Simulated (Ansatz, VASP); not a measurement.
## One calculation of Au, two programs

```
Au
1.0
     0.00000    1.87440    1.87440
     1.87440    0.00000    1.87440
     1.87440    1.87440    0.00000
Au
1
Direct
  0.00000 0.00000 0.00000
```

Alike in both runs: task single point; functional PBEsol; k mesh 20 × 20 × 20; occupations gaussian, width 0.1 eV; no spin polarisation.

```csv
,VASP,Ansatz
version,VASP 6.6.1,Ansatz 0.2.0
potentials or method,"VASP PAW PBE potentials, release 64 (Au)","scalar-relativistic, plane waves, PAW"
plane-wave cutoff (eV),520,420
valence electrons in the cell,11,19
```

|  | VASP | Ansatz | Ansatz less VASP |
| --- | --- | --- | --- |
| gap on the k mesh at the Fermi level (eV) | none | none | - |
| pressure (GPa) | 92.1 | 92.3 | +0.18 |

A gap of «none» marks a metal or a gap that the smearing closes. The functional is the same, so the differences come from potentials, cutoffs and numerics. The two sets of potentials don't hold the same shells in valence.

Caveats: the cell as given lies far from equilibrium; so large a pressure means that the cell lies far from this level's equilibrium, or that cutoff or potentials fall short (VASP); the potentials were made for another functional, which shifts forces and pressure (VASP). Spin-orbit coupling is left out, which matters for the levels of Au.
